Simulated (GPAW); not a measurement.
**InAs: single point with LDA**

Crystal: InAs.

```
CELL_PARAMETERS angstrom
0.00000 2.87730 2.87730
2.87730 0.00000 2.87730
2.87730 2.87730 0.00000
ATOMIC_POSITIONS crystal
In 0.50000 0.50000 0.50000
As 0.00000 0.00000 0.00000
```

Measurements of this composition are mostly on another form, of space group No. 216.

```json
{"Program": "GPAW 26.7.0", "Task": "single point", "Functional": "LDA", "Potentials or basis": "the program's PAW data sets (release 1.2.1) made for this functional", "Cutoff": "600 eV", "Basis": "pw", "k mesh": "8 × 8 × 8", "Occupations": "gaussian, width 0.05 eV", "Spin": "no spin polarisation"}
```

| Item | Value |
| --- | --- |
| Pressure | -5.3 GPa |
| Band gap on the k mesh | none (metal or under the smearing width) |

Levels at points of the mesh, in eV from the Fermi level:
```tsv
k point	band 6	band 7	band 8	band 9	band 10	band 11	band 12	band 13
(0.00, 0.00, 0.00)	-12.15	-0.88	-0.23	-0.23	-0.23	7.26	7.26	7.26
(0.50, 0.50, 0.00)	-9.61	-4.71	-3.08	-2.25	-2.25	3.93	9.03	9.03
(0.50, 0.50, 0.50)	-10.51	-6.56	0.19	0.19	2.03	3.19	3.19	4.28
```

Run time: 6.7 s on 1 thread of AMD EPYC 9R45 96-Core Processor (Zen 5) (shared host), peak memory 0.16 GiB.
